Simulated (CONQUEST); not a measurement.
GaN:

```
Ga N
1.0
     3.18693    0.00000    0.00000
     0.00000    3.18693    0.00000
     0.00000    0.00000    4.50700
Ga N
2 2
Direct
  0.49706 0.50406 0.50237
  0.99706 0.00406 0.00237
  0.00197 0.49715 0.74535
  0.50197 0.99715 0.24535
```

The cell is a database's computed one.

The cell isn't the ideal one: atoms moved at random, drawn with an rms of 0.05 Å.

Base run:

| Item | Value |
| --- | --- |
| Program | CONQUEST 1.3 |
| Functional | PBE |
| Potentials or basis | PseudoDojo NC PBE, DZP, grid cutoff 150 Ha |
| k mesh | 8 × 8 × 6 |
| Occupations | fermi-dirac, width 0.05 eV |
| Spin | no spin polarisation |

Its results: band gap on the k mesh 1.76 eV; pressure 8.8 GPa; largest force 0.553 eV/Å.

Question: After a change of settings the same cell gave: band gap on the k mesh 1.75 eV; pressure 15.8 GPa; largest force 0.650 eV/Å. Which change was it?
A. potentials or basis from PseudoDojo NC PBE, DZP, grid cutoff 150 Ha to PseudoDojo NC PBE, SZ, grid cutoff 150 Ha
B. potentials or basis from PseudoDojo NC PBE, DZP, grid cutoff 150 Ha to PseudoDojo NC PBE, SZP, grid cutoff 150 Ha
C. potentials or basis from PseudoDojo NC PBE, DZP, grid cutoff 150 Ha to PseudoDojo NC PBE, DZ, grid cutoff 150 Ha

Answer: A.

Caveats: the basis of atomic orbitals isn't converged, which shifts pressures, moduli and gaps; the atomic basis is small (some runs); the box holds several primitive cells, so bands are folded and the points are those of the box's own zone (some runs).
